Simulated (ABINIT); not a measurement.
# HfC (P6_3/mmc) in ABINIT: single point with PBEsol

Aim: the single point of HfC with PBEsol.

All numbers are computed with ABINIT 10.8.3 (patched build); they aren't measurements. Logs are shortened: lines on timing, memory, paths and dates and some standing lists are left out, and cuts for length are marked. The log counts tension as positive stress, the text compression.

## Step 1: The undisturbed crystal

The structure is hexagonal, space group P6_3/mmc (No. 194). Conventional cell: a = 3.343 Å, b = 3.343 Å, c = 5.203 Å, α = 90.00°, β = 90.00°, γ = 120.00°. Around Hf (site symmetry -6m2) lie 6 C at 2.33 Å. C (site symmetry -3m) has 6 Hf at 2.33 Å and 2 C at 2.60 Å as nearest neighbours.

The cell comes from a database or a generator and needn't be the stable form of this composition.

## Step 2: Single point, PBEsol (atoms moved at random, drawn with an rms of 0.05 Å)

run.abi reads:

```
pp_dirpath "./"
pseudos "Hf.upf, C.upf"

acell 3*1.0 Angstrom
rprim
     3.3428660531     0.0000000000     0.0000000000
    -1.6714330265     2.8950069234     0.0000000000
     0.0000000000     0.0000000000     5.2027140000
ntypat 2
znucl 72 6
natom 4
typat 1 1 2 2
xred
     0.3387840000     0.6665510000     0.2562210000
     0.6766480000     0.3424410000     0.7491100000
     0.0096910000     0.0067720000     0.4996400000
     0.0012890000    -0.0052170000     0.0030640000
chkprim 0
chksymtnons 0
tolsym 1.0e-6

ecut 1115.666836 eV

kptopt 1
ngkpt 9 9 5
nshiftk 1
shiftk 0.0 0.0 0.0

ixc -116133

nband 20
occopt 3
tsmear 0.05 eV

nstep 100
tolvrs 1.0e-10

iomode 3
prtwf 0
prteig 0
prtebands 0
enunit 1
prtden 1
prtvha 1
prtvclmb 1
prtpot 1
prtelf 1
```

Potentials or basis: PseudoDojo NC SR PBEsol v0.4.1 standard.

On the command line:

```bash
> abinit run.abi > log 2>&1
```

run.abo:

```text
.Version 10.8.3 of ABINIT
 Symmetries : space group P1 (#  1); Bravais aP (primitive triclinic)
================================================================================
 Values of the parameters that define the memory need of the present run
     intxc =       0    ionmov =       0      iscf =       7    lmnmax =       8
     lnmax =       8     mgfft =      60  mpssoang =       4    mqgrid =    3001
     natom =       4  nloc_mem =       1    nspden =       1   nspinor =       1
    nsppol =       1      nsym =       1    n1xccc =    2501    ntypat =       2
    occopt =       3   xclevel =       2
       mpw =        4305          nfft =       96000          nkpt =         203
================================================================================
================================================================================

--------------------------------------------------------------------------------
------------- Echo of variables that govern the present computation ------------
--------------------------------------------------------------------------------
 -outvars: echo values of preprocessed input variables --------
            acell      1.8897261259E+00  1.8897261259E+00  1.8897261259E+00 Bohr
              amu      1.78490000E+02  1.20110000E+01
          chkprim           0
      chksymtnons           0
             ecut      4.10000000E+01 Hartree
           enunit           1
                       outvar_i_n : Printing only first  50 k-points.
              ixc     -116133
                       outvar_i_n : Printing only first  50 k-points.
         kptrlatt        9    0    0      0    9    0      0    0    5
          kptrlen      4.91585229E+01
            natom           4
            nband          20
            ngfft          40      40      60
             nkpt         203
            nstep         100
             nsym           1
           ntypat           2
                       prtocc : prtvol=0, do not print more k-points.
           occopt           3
        prtebands           0
           prteig           0
           prtelf           1
           prtpot           1
         prtvclmb           1
           prtvha           1
            prtwf           0
            rprim      3.3428660531E+00  0.0000000000E+00  0.0000000000E+00
                      -1.6714330265E+00  2.8950069234E+00  0.0000000000E+00
                       0.0000000000E+00  0.0000000000E+00  5.2027140000E+00
          spgroup           1
           tolsym      1.00000000E-06
           tolvrs      1.00000000E-10
           tsmear      1.83746611E-03 Hartree
            typat      1  1  2  2
                       outvars : Printing only first  50 k-points.
           xangst      1.8414177687E-02  1.9296697598E+00  1.3330445838E+00
                       1.6895764321E+00  9.9136906586E-01  3.8974050845E+00
                       2.1076770465E-02  1.9604986885E-02  2.5994840230E+00
                       1.3028820442E-02 -1.5103251119E-02  1.5941115696E-02
            xcart      3.4797752662E-02  3.6465473595E+00  2.5190891770E+00
                       3.1928367254E+00  1.8734160242E+00  7.3650282115E+00
                       3.9829323798E-02  3.7048055915E-02  4.9123128721E+00
                       2.4620902378E-02 -2.8541008226E-02  3.0124342807E-02
             xred      3.3878400000E-01  6.6655100000E-01  2.5622100000E-01
                       6.7664800000E-01  3.4244100000E-01  7.4911000000E-01
                       9.6910000000E-03  6.7720000000E-03  4.9964000000E-01
                       1.2890000000E-03 -5.2170000000E-03  3.0640000000E-03
            znucl       72.00000    6.00000

================================================================================

 chkinp: Checking input parameters for consistency.

================================================================================
== DATASET  1 ==================================================================

--- !DatasetInfo
iteration_state: {dtset: 1, }
dimensions: {natom: 4, nkpt: 203, mband: 20, nsppol: 1, nspinor: 1, nspden: 1, mpw: 4305, }
cutoff_energies: {ecut:  41.0, pawecutdg:  -1.0, }
electrons: {nelect:   3.20000000E+01, charge:   0.00000000E+00, occopt:   3.00000000E+00, tsmear:   1.83746611E-03, }
meta: {optdriver: 0, ionmov: 0, optcell: 0, iscf: 7, paral_kgb: 0, }
...

 Real(R)+Recip(G) space primitive vectors, cartesian coordinates (Bohr,Bohr^-1):
 R(1)=  6.3171013  0.0000000  0.0000000  G(1)=  0.1583005  0.0913948  0.0000000
 R(2)= -3.1585507  5.4707702  0.0000000  G(2)=  0.0000000  0.1827896  0.0000000
 R(3)=  0.0000000  0.0000000  9.8317046  G(3)=  0.0000000  0.0000000  0.1017118
 Unit cell volume ucvol=  3.3977791E+02 bohr^3
[... 60 lines left out ...]
--- !ResultsGS
iteration_state: {dtset: 1, }
comment   : Summary of ground state results
lattice_vectors:
- [  6.3171013,   0.0000000,   0.0000000, ]
- [ -3.1585507,   5.4707702,   0.0000000, ]
- [  0.0000000,   0.0000000,   9.8317046, ]
lattice_lengths: [   6.31710,    6.31710,    9.83170, ]
lattice_angles: [ 90.000,  90.000, 120.000, ] # degrees, (23, 13, 12)
lattice_volume:   3.3977791E+02
convergence: {deltae: -1.023E-12, res2:  8.028E-12, residm:  5.090E-04, diffor: null, }
etotal    :  -1.24891557E+02
entropy   :   0.00000000E+00
fermie    :   4.21016006E-01
cartesian_stress_tensor: # hartree/bohr^3
- [  2.72664309E-04,   6.01519116E-08,   4.51231711E-07, ]
- [  6.01519116E-08,   2.75937499E-04,   3.45691050E-06, ]
- [  4.51231711E-07,   3.45691050E-06,   1.62494242E-04, ]
pressure_GPa:  -6.9737E+00
xred      :
- [  3.3878E-01,   6.6655E-01,   2.5622E-01, Hf]
- [  6.7665E-01,   3.4244E-01,   7.4911E-01, Hf]
- [  9.6910E-03,   6.7720E-03,   4.9964E-01,  C]
- [  1.2890E-03,  -5.2170E-03,   3.0640E-03,  C]
cartesian_forces: # hartree/bohr
- [ -3.85696039E-04,   8.20767214E-04,  -1.20222699E-02, ]
- [ -2.57876519E-04,  -6.85539923E-03,   1.05125053E-02, ]
- [ -3.49845177E-04,  -1.65235815E-05,   3.32861401E-03, ]
- [  9.93417735E-04,   6.05115560E-03,  -1.81884946E-03, ]
force_length_stats: {min:   3.34698908E-03, max:   1.25529187E-02, mean:   8.58813722E-03, }
...

 Integrated electronic density in atomic spheres:
 ------------------------------------------------
 Atom  Sphere_radius  Integrated_density
    1        2.00000          8.44526254
    2        2.00000          8.44149883
    3        2.00000          3.84499470
    4        2.00000          3.80061050
================================================================================

 ----iterations are completed or convergence reached----

 Mean square residual over all n,k,spin=   15.992E-07; max=  50.896E-05
 reduced coordinates (array xred) for    4 atoms
       0.338784000000      0.666551000000      0.256221000000
       0.676648000000      0.342441000000      0.749110000000
       0.009691000000      0.006772000000      0.499640000000
       0.001289000000     -0.005217000000      0.003064000000
 rms dE/dt=  4.8627E-02; max dE/dt=  1.1820E-01; dE/dt below (all hartree)
    1       0.002436485845     -0.005708467715      0.118199410843
    2       0.001629036987      0.036689799470     -0.103355841337
    3       0.002210012316     -0.001014605404     -0.032725944369
    4      -0.006275515588     -0.029966719986      0.017882395766

 cartesian coordinates (angstrom) at end:
    1      0.01841417768683     1.92966975979919     1.33304458379400
    2      1.68957643207032     0.99136906585602     3.89740508454000
    3      0.02107677046513     0.01960498688526     2.59948402296000
    4      0.01302882044170    -0.01510325111938     0.01594111569600

 cartesian forces (hartree/bohr) at end:
    1     -0.00038569603886     0.00082076721369    -0.01202226986770
    2     -0.00025787651895    -0.00685539922785     0.01051250531499
    3     -0.00034984517672    -0.00001652358151     0.00332861401162
    4      0.00099341773454     0.00605115559567    -0.00181884945891
 frms,max,avg= 5.4394169E-03 1.2022270E-02  -7.741E-10 -7.378E-10 -5.315E-10 h/b

 cartesian forces (eV/Angstrom) at end:
    1     -0.01983328774926     0.04220554707344    -0.61820997277456
    2     -0.01326054376710    -0.35251880191073     0.54057475801917
    3     -0.01798976229586    -0.00084967672393     0.17116421442429
    4      0.05108359381221     0.31116293156122    -0.09352899966890
 frms,max,avg= 2.7970606E-01 6.1820997E-01  -3.981E-08 -3.794E-08 -2.733E-08 e/A
 length scales=  1.889726125908  1.889726125908  1.889726125908 bohr
              =  1.000000000000  1.000000000000  1.000000000000 angstroms
 Fermi (or HOMO) energy (eV) =  11.45643   Average Vxc (eV)= -12.87475
 Eigenvalues (   eV  ) for nkpt= 203  k points:
 kpt#   1, nband= 20, wtk=  0.00247, kpt=  0.0000  0.0000  0.0000 (reduced coord)
 -49.91160  -49.84810  -19.05407  -18.48430  -18.47194  -18.38262  -18.38198  -18.30208
  -1.47803    2.93776    4.59651    8.35273    8.39178   10.23367   10.39108   12.48164
  12.87539   12.91964   13.35060   13.45084
 prteigrs : prtvol=0 or 1, do not print more k-points.

--- !EnergyTerms
iteration_state     : {dtset: 1, }
comment             : Components of total free energy in Hartree
kinetic             :  3.69516700094399E+01
hartree             :  1.32976326410592E+01
xc                  : -3.26017730071233E+01
Ewald energy        : -9.52134659370694E+01
psp_core            :  4.96133964903027E+00
local_psp           : -5.71545605592103E+01
non_local_psp       :  4.86776180986676E+00
internal            : -1.24891395394007E+02
'-kT*entropy'       : -1.62058410165605E-04
total_energy        : -1.24891557452417E+02
total_energy_eV     : -3.39847240869984E+03
band_energy         : -1.17198234184409E+01
...

 Cartesian components of stress tensor (hartree/bohr^3)
  sigma(1 1)=  2.72664309E-04  sigma(3 2)=  3.45691050E-06
  sigma(2 2)=  2.75937499E-04  sigma(3 1)=  4.51231711E-07
  sigma(3 3)=  1.62494242E-04  sigma(2 1)=  6.01519116E-08

-Cartesian components of stress tensor (GPa)         [Pressure= -6.9737E+00 GPa]
- sigma(1 1)=  8.02206092E+00  sigma(3 2)=  1.01705818E-01
- sigma(2 2)=  8.11836152E+00  sigma(3 1)=  1.32756953E-02
- sigma(3 3)=  4.78074567E+00  sigma(2 1)=  1.76973034E-03

== END DATASET(S) ==============================================================
================================================================================

 -outvars: echo values of variables after computation  --------
            acell      1.8897261259E+00  1.8897261259E+00  1.8897261259E+00 Bohr
           etotal     -1.2489155745E+02
            fcart     -3.8569603886E-04  8.2076721369E-04 -1.2022269868E-02
                      -2.5787651895E-04 -6.8553992279E-03  1.0512505315E-02
                      -3.4984517672E-04 -1.6523581510E-05  3.3286140116E-03
                       9.9341773454E-04  6.0511555957E-03 -1.8188494589E-03
            rprim      3.3428660531E+00  0.0000000000E+00  0.0000000000E+00
                      -1.6714330265E+00  2.8950069234E+00  0.0000000000E+00
                       0.0000000000E+00  0.0000000000E+00  5.2027140000E+00
           strten      2.7266430859E-04  2.7593749940E-04  1.6249424242E-04
                       3.4569104962E-06  4.5123171119E-07  6.0151911646E-08
           xangst      1.8414177687E-02  1.9296697598E+00  1.3330445838E+00
                       1.6895764321E+00  9.9136906586E-01  3.8974050845E+00
                       2.1076770465E-02  1.9604986885E-02  2.5994840230E+00
                       1.3028820442E-02 -1.5103251119E-02  1.5941115696E-02
             xred      3.3878400000E-01  6.6655100000E-01  2.5622100000E-01
                       6.7664800000E-01  3.4244100000E-01  7.4911000000E-01
                       9.6910000000E-03  6.7720000000E-03  4.9964000000E-01
                       1.2890000000E-03 -5.2170000000E-03  3.0640000000E-03
 Calculation completed.
```

It took 19 min on 1 thread of Arm Neoverse N1, shared host; peak memory 0.34 GiB.

What came out:

```
Free energy                                           : -3398.4724 eV
Pressure                                              : -7.0 GPa
Largest force                                         : 0.645 eV/Å
Band gap on the k mesh                                : none (metal or under the smearing width)
Valence electrons inside the program's atomic spheres : Hf 8.45, 8.44; C 3.85, 3.80
```

Forces on the atoms (eV/Å):
```
Hf  -0.020  0.042 -0.618
Hf  -0.013 -0.353  0.541
C   -0.018 -0.001  0.171
C    0.051  0.311 -0.094
```

The run has no spin-orbit coupling, so splittings on Hf are missing.
